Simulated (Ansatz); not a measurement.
Band structure of AgBr

```yaml
crystal:
  lattice:
    - [0.00000, 2.88605, 2.88605]
    - [2.88605, 0.00000, 2.88605]
    - [2.88605, 2.88605, 0.00000]
  atoms:
    - { symbol: Ag, position: [0.50000, 0.50000, 0.50000] }
    - { symbol: Br, position: [0.00000, 0.00000, 0.00000] }
```

Atoms are numbered in the order listed.

The cell is COD entry 9011682, as deposited and not checked against the literature; nothing was relaxed.

All numbers below come from Ansatz 0.2.0, DFT, PBE, all-electron LAPW, Dirac equation with spin-orbit coupling.

The runs use a Γ-centred 7×7×7 k mesh, Fermi–Dirac smearing of 0.02 eV, basis error target 0.5 meV/atom, no spin polarisation.

Points in fractions of the reciprocal vectors of this cell: Γ (0, 0, 0), X (0.5, 0, 0.5), U (0.625, 0.25, 0.625), K (0.375, 0.375, 0.75), L (0.5, 0.5, 0.5), W (0.5, 0.25, 0.75). The path runs Γ–X–U–K–Γ–L–W–X. Energies are in eV from the top of the valence band; (×n) counts levels within 4 meV of each other, which need not be degenerate by symmetry.

(1) Is there a gap, and where are the band edges?

(2) List the levels between -5 and 5 eV at the symmetry points.

Answers

(1) 0.59 eV, indirect from L (0.5, 0.5, 0.5) to Γ.

(2) 
Γ: -3.13 (×4), -2.60 (×6), -2.33 (×2), -1.78 (×4), 0.59 (×2)
X: -4.27 (×2), -3.21 (×2), -2.99 (×2), -2.73 (×2), -2.68 (×2), -2.60 (×2), -2.24 (×2), -2.14 (×2), 1.55 (×2)
U: -4.25 (×2), -4.07 (×2), -3.82 (×2), -2.74 (×2), -2.57 (×2), -2.15 (×2), -1.96 (×2), -1.23 (×2), 2.89 (×2)
K: -4.25 (×2), -4.07 (×2), -3.82 (×2), -2.74 (×2), -2.57 (×2), -2.15 (×2), -1.96 (×2), -1.23 (×2), 2.89 (×2)
L: -4.20 (×2), -4.18 (×2), -2.60 (×2), -2.53 (×2), -2.08 (×2), -0.15 (×2), 0.00 (×2), 3.69 (×2)
W: -4.23 (×2), -4.03 (×2), -3.84 (×2), -2.72 (×2), -2.44 (×2), -2.19 (×2), -2.12 (×2), -1.54 (×2), 3.68 (×2)
